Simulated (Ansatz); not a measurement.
The system is Si.

```
Si
1.0
     0.00000    2.72185    2.72185
     2.72185    0.00000    2.72185
     2.72185    2.72185    0.00000
Si
2
Direct
  0.50000 0.50000 0.50000
  0.75000 0.75000 0.75000
```

Program: Ansatz 0.2.0. Alike in all runs: potentials or basis Ansatz PAW; no spin polarisation; cell as given; cutoff (eV) 420.

Problem. Order these runs on this cell by their band gap on the k mesh, lowest first.
A. level B3LYP; k mesh 4 × 4 × 4; smearing fermi-dirac 0.05 eV; points for each segment of the path 4; mesh quality coarse
B. level HSEsol; k mesh 4 × 4 × 4; smearing fermi-dirac 0.05 eV; points for each segment of the path 4; mesh quality coarse
C. level LDA; k mesh 8 × 8 × 8; smearing fixed; mesh quality not flagged
D. level RPBE; k mesh 8 × 8 × 8; smearing fermi-dirac 0.05 eV; points for each segment of the path 14; mesh quality not flagged

Solution. C (0.53 eV), D (0.68 eV), B (1.25 eV), A (1.99 eV).

Caveats: some runs use coarse meshes; the k mesh misses the band edges, so the gap on the mesh is wider than the one along the path (some runs); the gap is small at this level, which inflates the dielectric constant (some runs).

Runs at the PBE level aren't shown here.
